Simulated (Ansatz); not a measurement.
# SiO2: gradients and densities at the nuclei, part 3 of 3

Aim: the electric field gradients, contact densities and, where there is spin, contact fields at the nuclei of SiO2, and how far they depend on positions and on the level of theory. The cell is a computed entry of the Materials Project. Planned: a single point, then r2SCAN, then a check of grid with dr2_threshold.

Ansatz 0.2.0; DFT, PBE, plane-wave PAW, default files, scalar-relativistic, as far as a step names no other. The steps go on from the part before.

**4. Trying other settings (kpoints.mp_grid.grid = [6, 6, 6], scf.convergence.dr2_threshold = 1e-11)**

input.yaml reads:

```yaml
crystal:
  lattice:
    - [6.91141994, 0.0, 0.0]
    - [0.0, 6.91141994, 0.0]
    - [0.0, 0.0, 6.41851438]
  atoms:
    - { symbol: Si, position: [0.26963233, 0.0, 0.11936938] }
    - { symbol: Si, position: [0.0, 0.73036767, 0.88063062] }
    - { symbol: Si, position: [0.0, 0.26963233, 0.88063062] }
    - { symbol: Si, position: [0.73036767, 0.0, 0.11936938] }
    - { symbol: Si, position: [0.0, 0.0, 0.5] }
    - { symbol: O, position: [0.19170935, 0.0, 0.35642564] }
    - { symbol: O, position: [0.0, 0.80829065, 0.64357436] }
    - { symbol: O, position: [0.0, 0.19170935, 0.64357436] }
    - { symbol: O, position: [0.80829065, 0.0, 0.35642564] }
    - { symbol: O, position: [0.19112067, 0.19112067, 0.0] }
    - { symbol: O, position: [0.19112067, 0.80887933, 0.0] }
    - { symbol: O, position: [0.80887933, 0.19112067, 0.0] }
    - { symbol: O, position: [0.80887933, 0.80887933, 0.0] }
    - { symbol: O, position: [0.5, 0.0, 0.12049956] }
    - { symbol: O, position: [0.0, 0.5, 0.87950044] }
kpoints:
  mp_grid: { grid: [6, 6, 6] }
scf:
  occupations: { method: fermi_dirac, width: 0.02 }
  convergence: { dr2_threshold: 1.0e-11 }
hamiltonian:
  xc: pbe
  pseudopotentials: { kind: paw }
output:
  forces: true
  stress: true
  populations: true
  efg: { quadrupole_moments_barn: { O: -0.02558 }, contact_densities: true }
  write_density: true
  write_potential: true
  elf: true
  volumetric_format: npy
```

Launch:

```
> ansatz run input.yaml --threads 1 --pin off --max-ram 2560MiB --backend cpu --events-out ev --progress --plain --runs-dir out
```

The log of the run:

```text
Warning: RAYON_NUM_THREADS=1 ignored (pool sized by the plan → 1); use --threads N
Engine: ansatz 0.2.0, x86_64-unknown-linux-gnu
Pseudopotentials: kind: paw
Pseudopotential: Si, paw, valence charge 4, recommended cutoff 420 eV (normal), Si.paw.azcp
Pseudopotential: O, paw, valence charge 6, recommended cutoff 420 eV (normal), O.paw.azcp
Functional definition: PBE
  parameter kappa = 0.804
  parameter beta = 0.06672455060314922
  exchange = pbe_x(kappa = kappa, mu = beta*pi^2/3)
  correlation = pbe_c(beta = beta)
Crystal: 15 atoms, lattice volume = 306.598 Å³
Basis set: ecut = 420 eV, 6017 PW (Γ), exchange–correlation on 96×96×90 points (8 copies of the dense FFT grid, shifted against one another)
Bands: 55, of which v1, the nominal top of the filled ones, is band 40 counted from 1 (39 counted from 0)
Symmetry: 8 space group operations
Space group: P-4m2 (ITA 115), of the structure as read, at distance tolerance 6.7e-5 Å
k-points: 40 of 216 (time reversal used)
Non-local potential: Si, projectors of the file, l = 0: 2, l = 1: 2, l = 2: 2
Non-local potential: O, projectors of the file, l = 0: 2, l = 1: 2, l = 2: 1
PAW form: soft (Blöchl's): semilocal exchange-correlation on the pseudo side does not see the compensation charge
PAW one-centre angular grid: Si, 110 points (default); XC on 64 Gauss nodes
PAW one-centre angular grid: O, 110 points (default); XC on 64 Gauss nodes
Initial density: superposition of atomic densities (neutral atoms: chi_scale 0, normalization atom), corrected by the library's trained network
Initial wavefunctions: pseudopotential atomic-orbital guess
Functional: x = pbe(κ = 0.804, μ = 0.2195149727645171), c = pbe(β = 0.06672455060314922)
SCF iter   1: F=—  HF=-8870.062755 eV  |F-HF|=—  |Δ(HF+E_count)|=         —  Δρ=1.99e-3  dr2=1.29e-2  ethr=1.77e-3  ⟨swp⟩=7.8  Hψ=11833  notcnv=0  defer=45
preconditioner: auto → Resta (q_TF=auto, 2.181 Å⁻¹)  ε∞=2.3  [insulator: Δε(μ)=5.661 eV  Ē_g=16.326 eV  σ=0.020 eV  W_gap=1.00  n_scr=56 (ndim 8)  ℏωp=19.0 eV  f_vac=0.429  D(μ)=0.00/eV (n_scr^D=0)  ε∞_Penn≈2.3  vacuum switching on, ρ_ref=1.9e-2 e/Å³]
SCF iter   2: F=—  HF=-8870.067488 eV  |F-HF|=—  |Δ(HF+E_count)|=   4.73e-3  Δρ=7.97e-4  dr2=1.71e-3  ethr=1.61e-5  ⟨swp⟩=3.5  Hψ=4357  notcnv=0  defer=343
SCF iter   3: F=—  HF=-8870.070646 eV  |F-HF|=—  |Δ(HF+E_count)|=   3.16e-3  Δρ=3.32e-4  dr2=4.27e-4  ethr=2.13e-6  ⟨swp⟩=3.5  Hψ=3290  notcnv=0  defer=343
SCF iter   4: F=—  HF=-8870.071380 eV  |F-HF|=—  |Δ(HF+E_count)|=   7.34e-4  Δρ=8.78e-5  dr2=2.12e-5  ethr=5.33e-7  ⟨swp⟩=4.0  Hψ=3588  notcnv=0  defer=343
SCF iter   5: F=—  HF=-8870.071041 eV  |F-HF|=—  |Δ(HF+E_count)|=   3.39e-4  Δρ=4.07e-5  dr2=2.97e-6  ethr=2.65e-8  ⟨swp⟩=2.0  Hψ=3406  notcnv=0  defer=343
SCF iter   6: F=—  HF=-8870.071178 eV  |F-HF|=—  |Δ(HF+E_count)|=   1.38e-4  Δρ=8.35e-6  dr2=1.31e-7  ethr=3.72e-9  ⟨swp⟩=2.0  Hψ=3642  notcnv=0  defer=343
SCF iter   7: F=—  HF=-8870.071178 eV  |F-HF|=—  |Δ(HF+E_count)|=   8.98e-8  Δρ=1.17e-6  dr2=3.02e-9  ethr=1.64e-10  ⟨swp⟩=2.0  Hψ=3207  notcnv=0  defer=343
SCF iter   8: F=—  HF=-8870.071178 eV  |F-HF|=—  |Δ(HF+E_count)|=   1.92e-9  Δρ=2.84e-7  dr2=1.64e-10  ethr=3.78e-12  ⟨swp⟩=2.0  Hψ=3427  notcnv=0  defer=343
SCF iter   9: F=—  HF=-8870.071178 eV  |F-HF|=—  |Δ(HF+E_count)|=  1.38e-10  Δρ=2.16e-7  dr2=1.04e-10  ethr=1.00e-12  ⟨swp⟩=2.0  Hψ=2938  notcnv=0  defer=343
SCF iter  10: F=-8870.071178 eV  HF=-8870.071178 eV  |F-HF|=1.82e-12  |Δ(HF+E_count)|=  2.73e-11  Δρ=2.92e-8  dr2=1.78e-12  ethr=1.00e-12  ⟨swp⟩=15.7  Hψ=14634  notcnv=0
SCF 1 converged in 10 iterations: F = -8870.071178 eV  dr2 = 1.78e-12
WARN: The output density's exchange-correlation potential varies sharply where the density is thin. Do not read a vacuum level from v_tot or v_xc, or from such a field of the output density. On a cell that repeats whose density bears no net charge and no dipole along the vacuum's axis use v_es (v_loc + v_h of the components); under efield.dipole_correction with no amplitude use v_es + v_field, which holds any external_charges[].barrier, or the levels of the report's work_function block, which leave it out; under a non-zero efield.amplitude the vacuum is tilted and has no level; on a cell that repeats and bears such a dipole with no correction it is tilted too, and efield.dipole_correction with no amplitude gives each side of its ramp a level where efield: is served; in a cell that repeats whose density bears a net charge (total_charge, or a fill off its count) it is curved and has none; of a slab under crystal.periodic whose density bears no net charge use v_es, which has a level on each side, short of where the two are joined; of another it falls or rises all the way out and has none; of a slab beside external_charges read slab_vacuum_level instead, which it has where they leave it neutral. The grid or the basis barely resolves most such structure, and the values can differ between equally converged runs; as a rule a tighter scf.convergence.dr2_threshold does not remove it. Where the density itself ripples (under the LDA too) a higher basis.ecutwfc lessens it. The files hold the spikes' plane waves up to the density's cutoff. Files: v_tot_of_output_density and the like, and their columns of v_z.tsv (output.write_potential); v_xc_of_output_density and the like, and their columns of v_comp_z.tsv (output.write_potential_components). Measured: with its Gaussian average of σ = 0.25 Å subtracted twice, the exchange-correlation potential is over 0.1 eV at 2721 of the grid points where the equally averaged density (valence and model cores) is under 1e-3 e/Å³, and 2.11 eV at the most among them, at an averaged density of 3.7e-4 e/Å³. The input density's (outcome.potential() and, of a run that writes arrays, v_tot and v_xc) is over 0.1 eV, so measured, at 2721 points of its own thin density, 2.11 eV at the most. See output.write_potential in the manual, Limitations
SCF converged after 10 iterations
Free energy (F): -8870.071178 eV
Harris-Foulkes:  -8870.071178 eV  (|F-HF|=1.82e-12)
Internal energy: -8870.071178 eV  (E = F + TS)
E sigma→0 (E₀):  -8870.071178 eV
Fermi energy:    1.567297 eV
--- Per-component energies (eV) ---
  E_band       = -663.975161
  E_kinetic    = 2015.130057
  E_local      = -8808.472184  (includes V_loc(G=0)·N_el)
  E_nonlocal   = 601.654387
  E_hartree    = 3548.597286
  E_xc         = -1021.540600
  E_vxc        = -1185.729809  (∫ρ·V_xc dr)
  E_paw        = -4156.977627  (= ΣΔE_a)
  E_vpaw       = -383.778309  (= ΣTr[D̂ρ^β])
  E_aug_tail   = 0.026107  (compensation charges beyond the density's cutoff)
  E_ewald      = -1048.488605
  E_smearing   = -0.000000  (= −TS)
  E_closure    = -0.000000  (closes the sum)
  Σ components = -8870.071178   (vs F -8870.071178, Δ=0.00e0)
--- Forces (eV/Å), atoms counted from 1 ---
  atom   1  Si    -0.14762660     0.00000000    -0.03872240
  atom   2  Si     0.00000000     0.14762660     0.03872240
  atom   3  Si     0.00000000    -0.14762660     0.03872240
  atom   4  Si     0.14762660     0.00000000    -0.03872240
  atom   5  Si     0.00000000     0.00000000     0.00000000
  atom   6  O      0.29015187     0.00000000     0.21640545
  atom   7  O      0.00000000    -0.29015187    -0.21640545
  atom   8  O      0.00000000     0.29015187    -0.21640545
  atom   9  O     -0.29015187     0.00000000     0.21640545
  atom  10  O      0.29157082     0.29157082    -0.00000000
  atom  11  O      0.29157082    -0.29157082    -0.00000000
  atom  12  O     -0.29157082     0.29157082     0.00000000
  atom  13  O     -0.29157082    -0.29157082     0.00000000
  atom  14  O     -0.00000000     0.00000000     0.01365423
  atom  15  O      0.00000000     0.00000000    -0.01365423
  max |Σ_I F_I| component: 5.58e-17 eV/Å
--- Stress (GPa, compression-positive) ---
        3.098251       0.000000       0.000000
        0.000000       3.098251       0.000000
        0.000000       0.000000       3.073516
  P = ⅓ Tr σ = 3.0900 GPa (30.900 kbar)
--- PAW observables at the nuclei: V_zz in 10²¹ V/m², potentials from the cell's mean, atoms counted from 1 ---
  atom   1  Si V_zz =    +0.681337   η = 0.9923   by run symmetry: allowed
            electrostatic potential = -1350.682846 V   contact ρ = 12801.015615 e/Å³
  atom   2  Si V_zz =    +0.681337   η = 0.9923   by run symmetry: allowed
            electrostatic potential = -1350.682846 V   contact ρ = 12801.015615 e/Å³
  atom   3  Si V_zz =    +0.681337   η = 0.9923   by run symmetry: allowed
            electrostatic potential = -1350.682846 V   contact ρ = 12801.015615 e/Å³
  atom   4  Si V_zz =    +0.681337   η = 0.9923   by run symmetry: allowed
            electrostatic potential = -1350.682846 V   contact ρ = 12801.015615 e/Å³
  atom   5  Si V_zz =    -1.123766   η = 0.0000   by run symmetry: allowed
            electrostatic potential = -1350.743817 V   contact ρ = 12801.172363 e/Å³
  atom   6  O  V_zz =    +9.324332   η = 0.2046   by run symmetry: allowed   C_q = -5.7673 MHz
            electrostatic potential = -615.092502 V   contact ρ = 2153.584505 e/Å³
  atom   7  O  V_zz =    +9.324332   η = 0.2046   by run symmetry: allowed   C_q = -5.7673 MHz
            electrostatic potential = -615.092502 V   contact ρ = 2153.584505 e/Å³
  atom   8  O  V_zz =    +9.324332   η = 0.2046   by run symmetry: allowed   C_q = -5.7673 MHz
            electrostatic potential = -615.092502 V   contact ρ = 2153.584505 e/Å³
  atom   9  O  V_zz =    +9.324332   η = 0.2046   by run symmetry: allowed   C_q = -5.7673 MHz
            electrostatic potential = -615.092502 V   contact ρ = 2153.584505 e/Å³
  atom  10  O  V_zz =    +9.109384   η = 0.2629   by run symmetry: allowed   C_q = -5.6344 MHz
            electrostatic potential = -615.096512 V   contact ρ = 2153.851482 e/Å³
  atom  11  O  V_zz =    +9.109384   η = 0.2629   by run symmetry: allowed   C_q = -5.6344 MHz
            electrostatic potential = -615.096512 V   contact ρ = 2153.851482 e/Å³
  atom  12  O  V_zz =    +9.109384   η = 0.2629   by run symmetry: allowed   C_q = -5.6344 MHz
            electrostatic potential = -615.096512 V   contact ρ = 2153.851482 e/Å³
  atom  13  O  V_zz =    +9.109384   η = 0.2629   by run symmetry: allowed   C_q = -5.6344 MHz
            electrostatic potential = -615.096512 V   contact ρ = 2153.851482 e/Å³
  atom  14  O  V_zz =   +10.381118   η = 0.0200   by run symmetry: allowed   C_q = -6.4209 MHz
            electrostatic potential = -614.905608 V   contact ρ = 2152.370394 e/Å³
  atom  15  O  V_zz =   +10.381118   η = 0.0200   by run symmetry: allowed   C_q = -6.4209 MHz
            electrostatic potential = -614.905608 V   contact ρ = 2152.370394 e/Å³
--- Band table (eV; the first three rows and the last of 40) ---
  k-point 0: bands = ["-20.8319", "-19.7649", "-19.6232", "-19.5821", "-19.5821", "-18.9058", "-18.8229", "-18.6749", "-18.6749", "-18.6327", "-9.6426", "-9.6426", "-9.2297", "-8.7453", "-6.7594", "-6.7594", "-6.5771", "-6.5725", "-6.5623", "-6.5623", "-5.3346", "-4.9027", "-3.9044", "-3.9044", "-3.7794", "-3.4737", "-3.3824", "-3.3824", "-3.2847", "-2.9292", "-2.9149", "-2.8816", "-2.8816", "-2.4856", "-2.4856", "-2.3512", "-2.1833", "-2.0103", "-2.0103", "-1.3136", "4.3482", "7.2171", "7.3713", "7.6657", "7.7345", "7.9641", "7.9641", "8.2593", "8.2632", "8.3735", "8.7381", "8.7562", "8.7562", "9.2554", "9.2554"]
  k-point 1: bands = ["-20.7988", "-19.9366", "-19.5802", "-19.5802", "-19.4979", "-18.9143", "-18.7952", "-18.6776", "-18.6776", "-18.6326", "-9.6326", "-9.6326", "-9.4706", "-8.4503", "-6.7536", "-6.7536", "-6.6051", "-6.5853", "-6.5749", "-6.5749", "-5.3611", "-4.8385", "-3.9528", "-3.9528", "-3.7837", "-3.5090", "-3.3845", "-3.3845", "-3.3697", "-2.9410", "-2.8724", "-2.8724", "-2.8054", "-2.5110", "-2.5110", "-2.3348", "-2.1829", "-1.9282", "-1.9282", "-1.4099", "4.5072", "7.0202", "7.3548", "7.6383", "7.7945", "7.9822", "7.9822", "7.9946", "8.3430", "8.5053", "8.5818", "8.5818", "9.0080", "9.2181", "9.2181"]
  k-point 2: bands = ["-20.7121", "-20.1554", "-19.5765", "-19.5765", "-19.3939", "-18.9243", "-18.7452", "-18.6831", "-18.6831", "-18.6326", "-9.7336", "-9.6124", "-9.6124", "-8.0599", "-6.7391", "-6.7391", "-6.6878", "-6.6036", "-6.6036", "-6.6012", "-5.4012", "-4.7088", "-4.0429", "-4.0429", "-3.7990", "-3.5577", "-3.5441", "-3.3875", "-3.3875", "-2.9916", "-2.8547", "-2.8547", "-2.5483", "-2.5483", "-2.5239", "-2.3070", "-2.1811", "-1.7848", "-1.7848", "-1.6599", "4.9427", "6.3740", "7.3537", "7.7146", "7.7964", "7.9396", "7.9396", "8.0867", "8.4882", "8.4882", "8.5235", "8.6029", "9.0050", "9.0050", "9.1641"]
  k-point 39: bands = ["-20.2319", "-20.1454", "-20.1454", "-20.1232", "-18.8195", "-18.8195", "-18.7134", "-18.6903", "-18.6903", "-18.6461", "-11.0035", "-8.6091", "-8.2512", "-8.0575", "-8.0575", "-6.9565", "-6.7980", "-6.7980", "-6.2979", "-6.1263", "-5.2107", "-4.4291", "-4.2663", "-4.2663", "-3.9061", "-3.6473", "-3.5948", "-3.4066", "-3.4066", "-3.1381", "-3.1381", "-2.9165", "-2.8462", "-2.5771", "-2.5771", "-2.3327", "-1.8087", "-1.5779", "-1.4774", "-1.4774", "6.8102", "6.8102", "6.9792", "7.0475", "7.1945", "7.2105", "7.2105", "7.4470", "7.8716", "8.2982", "8.2982", "8.6448", "8.7010", "9.9737", "10.2900"]
--- Löwdin populations: 15 sites ---
  site symbol       q [e]
     0     Si      2.1867
     1     Si      2.1867
     2     Si      2.1867
     3     Si      2.1867
     4     Si      2.1869
     5      O      6.7959
     6      O      6.7959
     7      O      6.7959
     8      O      6.7959
     9      O      6.7990
    10      O      6.7990
    11      O      6.7990
    12      O      6.7990
    13      O      6.7875
    14      O      6.7875
  spilling = 0.013896 (of n_electrons = 80.000000)
```

Wall time 88 s (1 thread of Intel Xeon Platinum 8259CL at 2.50GHz (Skylake/Cascade Lake), shared host); peak memory 0.87 GiB.

State: gap on the mesh 5.61 eV, largest force 0.412 eV/Å, pressure 3.1 GPa.

Against step 2 (V_zz in 10²¹ V/m²):

```csv
site,atoms,"V_zz, PBE","V_zz, new settings","η, PBE","η, new settings"
Si1,"1, 2, 3, …",0.68,0.68,0.99,0.99
Si5,5,-1.12,-1.12,0.00,0.00
O6,"6, 7, 8, …",9.32,9.32,0.20,0.20
O10,"10, 11, 12, …",9.11,9.11,0.26,0.26
O14,"14, 15",10.38,10.38,0.02,0.02
```

The sizes of the gradients above 0.15 moved by less than 0.1 % at any site. The free energy stayed within 0.1 meV/atom.

**5. From gradients to spectra (values of step 2)**

¹⁷O (I = 5/2, Q = -25.58 mb) in zero field: pure quadrupole lines, for atoms at rest. Strengths are squared matrix elements for a powder, against the strongest line of the same site.

```csv
site,count,line (MHz),strength
O6,4,0.904,1.00
O6,4,1.72,0.65
O10,4,0.907,1.00
O10,4,1.67,0.67
O14,2,0.964,1.00
O14,2,1.93,0.63
```

**6. Results**

The summary covers parts 1 to 3.

```
                                                                                       quantity                                                                                                                                                                                                                        value
                                                                                 state (step 2)                                                                                                                                                          gap on the mesh 5.61 eV, largest force 0.412 eV/Å, pressure 3.1 GPa
                                                               V_zz by site, step 2 (10²¹ V/m²)                                                                                                                                                                            Si1 0.68, Si5 -1.12, O6 9.32, O10 9.11, O14 10.38
                                                                    largest C_Q in size, step 2                                                                                                                                                                                                         6.42 MHz, ¹⁷O at O14
                                                      step 3 (functional r2SCAN) against step 2  1.4 % in the median, 2.5 % at the site that moves most (small gradients counted from 0.15; Si1, 0.68 to -0.70), with a change of sign at Si1 (η is near 1 before and after, so this only swaps two nearly equal components)
step 4 (kpoints.mp_grid.grid = [6, 6, 6], scf.convergence.dr2_threshold = 1e-11) against step 2                                                                                                                                                                                                  less than 0.1 % at any site
```

**Reading.** The largest gradient sits at O14 (2 Si at 1.59 Å, angle 179°). The atoms are not relaxed at this level (largest force 0.41 eV/Å). Between PBE and r2SCAN the gradients differ by up to 2.5 % in size. The highest ¹⁷O quadrupole line lies at 1.93 MHz, for nuclei at rest; thermal motion mostly lowers such lines a little.

These are semilocal Kohn-Sham gaps, which aren't the measured quantity. Such gaps usually fall short of the measured ones.
